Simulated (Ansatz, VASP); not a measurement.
## Two plane-wave programs on SiC

```
Si C
1.0
     0.00000    2.06143    2.06143
     2.06143    0.00000    2.06143
     2.13688    2.13688   -0.07545
Si C
1 1
Direct
  0.00000 0.00000 0.00000
  0.75000 0.75000 0.75000
```

Alike in both runs: task single point; functional PBE; k mesh 12 × 12 × 12; occupations gaussian, width 0.05 eV; no spin polarisation.

```csv
,VASP,Ansatz
version,VASP 6.6.1,Ansatz 0.2.0
potentials or method,"VASP PAW PBE potentials, release 64 (Si, C)","scalar-relativistic, plane waves, PAW"
plane-wave cutoff (eV),520,520
valence electrons in the cell,8,8
```

Ansatz gave:

```
gap on the k mesh at the Fermi level (eV) : 1.06
least direct gap on the mesh (eV)         : 4.30
rms of the force components (eV/Å)        : 0.448
```

Q: Estimate VASP's values.

A: gap on the k mesh at the Fermi level (eV): 1.05; least direct gap on the mesh (eV): 4.28; rms of the force components (eV/Å): 0.446.

Atom by atom the forces differ by 0.002 eV/Å (rms over components). The functional is the same, so the differences come from potentials, cutoffs and numerics.

 A k mesh can miss the band edges.
